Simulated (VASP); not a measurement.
# Hg: intraband terms of a metal's spectrum

Hg, C2/m (no. 12), 1 atom in the cell. PBE, independent-particle dielectric function; PAW potentials Hg (PBE set).

## Input

INCAR.step1:
```
SYSTEM = Hg
PREC = Accurate
ENCUT = 280
ISMEAR = 1
SIGMA = 0.1
EDIFF = 1E-7
LASPH = .True.
KPAR = 4
LWAVE = .False.
LCHARG = .True.
LMAXMIX = 4
```

INCAR.step2:
```
SYSTEM = Hg
PREC = Accurate
ENCUT = 280
ISMEAR = 0
SIGMA = 0.3
EDIFF = 1E-6
LASPH = .True.
KPAR = 4
LWAVE = .True.
LCHARG = .False.
LMAXMIX = 4
ICHARG = 11
NBANDS = 20
NEDOS = 3000
OMEGAMAX = 30
CSHIFT = 0.1
```

INCAR.step3, as INCAR.step2 but for:
```
- LWAVE = .True.
+ LWAVE = .False.
+ LOPTICS = .True.
+ ALGO = None
+ NELM = 1
+ ISTART = 1
```

INCAR.step4, as INCAR.step3 but for:
```
+ WPLASMAI = 0.03
```

INCAR.step5 to INCAR.step6 change the same tag again: WPLASMAI = 0.1, 0.3.

INCAR.step7, as INCAR.step6 but for:
```
- WPLASMAI = 0.3
+ RTIME = 5
```

INCAR.step8, as INCAR.step7 but for:
```
- RTIME = 5
+ RTIME = 1
```

INCAR.step9, as INCAR.step8 but for:
```
- RTIME = 1
+ LNABLA = .True.
```

INCAR.step10, as INCAR.step9 but for:
```
- ISMEAR = 0
- LNABLA = .True.
+ ISMEAR = -5
```

KPOINTS.step1:
```
k-points
0
Gamma
  9 9 9
```

KPOINTS.step2:
```
k-points
0
Gamma
  10 10 10
```

POSCAR:
```
Hg
1.0
    2.1243184923     -2.6725824964      0.0000000000
    2.1243184923      2.6725824964      0.0000000000
   -2.1151288124      0.0000000000      2.8921990043
Hg
1
Direct
    0.0000000000      0.0000000000      0.0000000000
```

Commands (each step's output is kept before the next begins):
```
cat potpaw_PBE.64/Hg/POTCAR > POTCAR
cp INCAR.step1 INCAR
cp KPOINTS.step1 KPOINTS
mpirun -np 4 vasp_std > vasp.out
cp INCAR.step2 INCAR
cp KPOINTS.step2 KPOINTS
mpirun -np 4 vasp_std > vasp.out
cp INCAR.step3 INCAR
mpirun -np 4 vasp_std > vasp.out
cp INCAR.step4 INCAR
mpirun -np 4 vasp_std > vasp.out
cp INCAR.step5 INCAR
mpirun -np 4 vasp_std > vasp.out
cp INCAR.step6 INCAR
mpirun -np 4 vasp_std > vasp.out
cp INCAR.step7 INCAR
mpirun -np 4 vasp_std > vasp.out
cp INCAR.step8 INCAR
mpirun -np 4 vasp_std > vasp.out
cp INCAR.step9 INCAR
mpirun -np 4 vasp_std > vasp.out
cp INCAR.step10 INCAR
mpirun -np 4 vasp_std > vasp.out
```

## Result

- Bands: 20

One ground state, settings moved in the last step alone:

| Settings | Plasma frequency (eV) | Im ε at 0.5 eV | Im ε at 1 eV | Im ε at 2 eV | Im ε at 4 eV | Time (s) |
|---|---|---|---|---|---|---|
| interband part alone | 2.54 | 0.2 | 1.0 | 10.0 | 6.5 | 19 |
| Drude term, WPLASMAI 0.03 | 2.54 | 1.8 | 1.2 | 10.0 | 6.5 | 21 |
| Drude term, WPLASMAI 0.1 | 2.54 | 5.2 | 1.7 | 10.1 | 6.5 | 20 |
| Drude term, WPLASMAI 0.3 | 2.54 | 11.6 | 2.8 | 10.3 | 6.6 | 15 |
| relaxation time RTIME 5 fs | 2.54 | 6.6 | 1.9 | 10.1 | 6.6 | 15 |
| relaxation time RTIME 1 fs | 2.54 | 12.7 | 4.0 | 10.5 | 6.6 | 14 |
| transversal form (LNABLA) | 2.55 | 0.2 | 1.0 | 10.1 | 6.6 | 14 |
| tetrahedron method | – | – | – | – | – | no result |

Limits: Spin-orbit coupling is left out, which can matter with atoms this heavy.

VASP 6.6.1 took 169 s on 4 cores (AMD EPYC 7R43 (Zen 3)), a shared host.
